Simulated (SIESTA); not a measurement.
## ZnS (Wurtzite-6H) under changes of volume

One of the cells (19.600 Å³/atom); the others are scaled copies at fixed shape and fractional positions:

```xyz
12
Lattice="3.8120 0.0000 0.0000 -1.9060 3.3013 0.0000 0.0000 0.0000 18.6900" Properties=species:S:1:pos:R:3 pbc="T T T"
Zn    0.0000    2.2009   15.5749
Zn    1.9060    1.1004    6.2299
Zn    1.9060    1.1004   12.4601
Zn    0.0000    2.2009    3.1151
Zn    0.0000    0.0000    9.3450
Zn    0.0000    0.0000    0.0000
S     0.0000    2.2009   17.9112
S     1.9060    1.1004    8.5662
S     1.9060    1.1004   14.7963
S     0.0000    2.2009    5.4513
S     0.0000    0.0000   11.6812
S     0.0000    0.0000    2.3362
```

- Program: SIESTA 5.4.2
- Functional: PBEsol
- Potentials or basis: PseudoDojo 0.4 standard (PBEsol files)
- Basis: DZP (energy shift 0.003 Ry; two zetas on semicore shells)
- Grid cutoff: 800 Ry
- Energy shift: 0.003 Ry
- k mesh: 6 × 6 × 2
- Occupations: fermi-dirac, width 0.05 eV
- Spin: no spin polarisation

```tsv
volume (Å³/atom)	energy over the lowest point (meV/atom)	pressure (GPa)	gap on the mesh (eV)	largest force (eV/Å)
18.424	13.83	4.7	2.78	0.025
18.816	?	?	?	?
19.208	0.19	0.9	2.54	0.024
19.600	0.00	-0.7	2.42	0.025
19.992	3.45	-2.1	2.31	0.025
20.384	10.14	-3.4	2.20	0.024
20.776	19.92	-4.6	2.10	0.023
```

**Question.** What does the run at 18.816 Å³/atom give?

**Answer.** Energy over the lowest point 4.55 meV/atom; pressure 2.9 GPa; gap on the mesh 2.66 eV; largest force 0.025 eV/Å.

Worked out: A Birch-Murnaghan fit of order 3 (a polynomial in V^(-2/3)) to the other rows has its minimum at 19.43 Å³/atom with B0 = V·E''(V) = 79 GPa and B' = 4.8 at fixed shape and positions, which overstates the stiffness. It gives 4.67 meV/atom at 18.816 Å³/atom, against the run's 4.55, and -dE/dV = 2.7 GPa, against 2.9. A straight line through the other rows of the gap, of slope -5.68 eV per unit of ln V (its deformation potential), gives 2.66 eV, against the run's 2.66.

Energies are extrapolated to zero smearing.

Caveats: short orbitals over semicore shells can move pressures by several GPa; the valence orbitals were made in a potential fitted to the semicore shell under them, which widens gaps by tenths of an eV or more; the cell's inner coordinates are idealised or old, which leaves forces on the atoms; the basis of atomic orbitals isn't converged, which shifts pressures, moduli and gaps.

A mesh can miss the band edges.
